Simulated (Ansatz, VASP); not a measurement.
# HgTe: VASP beside Ansatz

POSCAR

```
HgTe
1.0
    0.0245590456      3.3137169328      3.3137169328
    3.3137169328      0.0245590456      3.3137169328
    3.3137169328      3.3137169328      0.0245590456
Hg Te
1 1
Direct
    0.0006880562      0.0006880562      0.0006880562
    0.2493119438      0.2493119438      0.2493119438
```

The input INCAR.step1:

```
  ALGO = Normal
  EDIFF = 1E-4
  ENCUT = 520
  GGA = PE
  ISMEAR = -1
  LASPH = T
  LCHARG = F
  LREAL = F
  LWAVE = T
  NBANDS = 16
  NELM = 100
  PREC = Accurate
  SIGMA = 0.02
```

Contents of INCAR.step2:

```
  ALGO = Normal
  EDIFF = 1E-6
  ENCUT = 520
  ISIF = 2
  ISMEAR = -1
  ISTART = 1
  LASPH = T
  LCHARG = T
  LELF = T
  LMIXTAU = T
  LREAL = F
  LVHAR = T
  LWAVE = F
  METAGGA = R2SCAN
  NBANDS = 16
  NELM = 100
  PREC = Accurate
  SIGMA = 0.02
```

KPOINTS

```
k-points
0
Gamma
  6 6 6
```

Input for Ansatz:

```yaml
crystal:
  lattice:
    - [0.0245590456, 3.3137169328, 3.3137169328]
    - [3.3137169328, 0.0245590456, 3.3137169328]
    - [3.3137169328, 3.3137169328, 0.0245590456]
  atoms:
    - { symbol: Hg, position: [0.0006880562, 0.0006880562, 0.0006880562] }
    - { symbol: Te, position: [0.2493119438, 0.2493119438, 0.2493119438] }
kpoints:
  mp_grid: { grid: [6, 6, 6] }
  band_path:
    path:
      - [0.0, 0.0, 0.0]
      - [-0.5, -0.5, 0.0]
      - [-0.375, -0.375, 0.25]
      - [-0.375, 0.0, 0.375]
      - [0.0, 0.0, 0.5]
      - [-0.5, -0.25, 0.25]
      - [-0.019857, -0.019857, -0.019857]
    npoints: 1
hamiltonian:
  xc: r2scan
scf:
  occupations: { method: fermi_dirac, width: 0.02 }
  n_extra_bands: 4
output:
  forces: true
  stress: true
  eigenvalues: true
```

Change from the starting cell: shear_111 strain +1.1%.

Alike in both runs: task single point; functional r2SCAN; k mesh 6 × 6 × 6; occupations fermi-dirac, width 0.02 eV; no spin polarisation.

|  | VASP | Ansatz |
| --- | --- | --- |
| version | VASP 6.6.1 | Ansatz 0.2.0 |
| potentials or method | VASP PAW PBE potentials, release 64 (Hg, Te) | plane waves, PAW |
| plane-wave cutoff (eV) | 520 | 500 |
| valence electrons in the cell | 18 | 36 |

Ansatz gave:

* pressure (GPa): -0.5
* largest component of the traceless stress (GPa): 0.15
* rms of the force components (eV/Å): 0.003

Question: What did VASP give for the same quantities?

Answer: Pressure (GPa): -0.4; largest component of the traceless stress (GPa): 0.15; rms of the force components (eV/Å): 0.003.

Atom by atom the forces differ by 0.000 eV/Å (rms over components). The two sets of potentials don't hold the same shells in valence.

Caveats: the PAW data sets were made with another functional, which shifts forces and pressure a little (VASP). Spin-orbit coupling is left out, which matters for the levels of Hg, Te.
